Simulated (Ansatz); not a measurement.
# ZnS: pressure against volume

The task here is to estimate one member of a computed series from the others.

Computed with Ansatz 0.2.0 (DFT PBEsol, scalar-relativistic, unless a step's input says otherwise).

## The system as given

The structure is hexagonal, space group P6_3mc (No. 186). The conventional cell has a = 3.811 Å, b = 3.811 Å, c = 6.234 Å, α = 90.00°, β = 90.00°, γ = 120.00°. Zn (site symmetry 3m) is surrounded by 4 S at 2.31 to 2.40 Å. S (site symmetry 3m) is surrounded by 4 Zn at 2.31 to 2.40 Å.

Coordinates:

```
Zn S
1.0
     3.81100    0.00000    0.00000
    -1.90550    3.30042    0.00000
     0.00000    0.00000    6.23400
Zn S
2 2
Cartesian
  0.0000 2.2003 0.0000
  1.9055 1.1001 3.1170
  0.0000 2.2003 2.4001
  1.9055 1.1001 5.5171
```

Atoms are numbered in the order of the input: Zn1, Zn2, S3, S4.

The first run:

input.yaml reads:

```yaml
crystal:
  lattice:
    - [3.7594924842, 0.0, 0.0]
    - [-1.8797462421, 3.2558159966, 0.0]
    - [0.0, 0.0, 6.1497464286]
  atoms:
    - { symbol: Zn, position: [0.3333333333, 0.6666666667, 0.0] }
    - { symbol: Zn, position: [0.6666666667, 0.3333333333, 0.5] }
    - { symbol: S, position: [0.3333333333, 0.6666666667, 0.385] }
    - { symbol: S, position: [0.6666666667, 0.3333333333, 0.885] }
kpoints:
  mp_grid: { grid: [8, 8, 5] }
  band_path:
    path:
      - [0.0, 0.0, 0.0]
      - [0.5, 0.0, 0.0]
      - [0.3333333333, 0.3333333333, 0.0]
      - [0.0, 0.0, 0.0]
      - [0.0, 0.0, 0.5]
      - [0.5, 0.0, 0.5]
      - [0.3333333333, 0.3333333333, 0.5]
      - [0.0, 0.0, 0.5]
      - [0.5, 0.0, 0.5]
    npoints: 5
scf:
  occupations: { method: fermi_dirac, width: 0.03 }
hamiltonian:
  xc: pbesol
  pseudopotentials: { kind: all_electron, lapw: { basis_error: 0.001 } }
output:
  forces: true
  stress: true
  eigenvalues: true
```

The run is started by

```
> ansatz run input.yaml --threads 1 --pin off --max-ram 4096MiB --backend cpu --events-out ev --progress --plain --runs-dir out
```

Among the steps run: Volume × 0.96, LAPW; Volume × 0.96, PAW; Volume × 0.96, crystal datasets; Volume × 0.99, LAPW; Volume × 0.99, PAW; Volume × 0.99, crystal datasets; Volume × 1.02, LAPW; Volume × 1.02, PAW; Volume × 1.02, crystal datasets; Volume × 1.06, LAPW; Volume × 1.06, PAW; Volume × 1.06, crystal datasets.

One of the session's tables, all rows but one given; the rest of the session is left out.

It belongs to the step «The equation of state». 

| method | volume (Å³/atom) | gap on the k mesh (eV) | largest force (eV/Å) |
| --- | --- | --- | --- |
| LAPW | 18.819 | 2.30 | 0.357 |
| LAPW | 19.407 | 2.16 | 0.318 |
| LAPW | 19.995 | 2.02 | 0.283 |
| LAPW | 20.779 | 1.85 | 0.241 |
| PAW | 18.819 | 2.30 | 0.358 |
| PAW | 19.407 | ? | ? |
| PAW | 19.995 | 2.02 | 0.283 |
| PAW | 20.779 | 1.84 | 0.242 |
| crystal datasets | 18.819 | 2.30 | 0.357 |
| crystal datasets | 19.407 | 2.16 | 0.318 |
| crystal datasets | 19.995 | 2.02 | 0.283 |
| crystal datasets | 20.779 | 1.85 | 0.241 |

**Question.** Estimate the row for PAW, 19.407.

The run gave: gap on the k mesh (eV): 2.16; largest force (eV/Å): 0.319.

Limits of these values: Warnings in the runs' records: crystal datasets made.
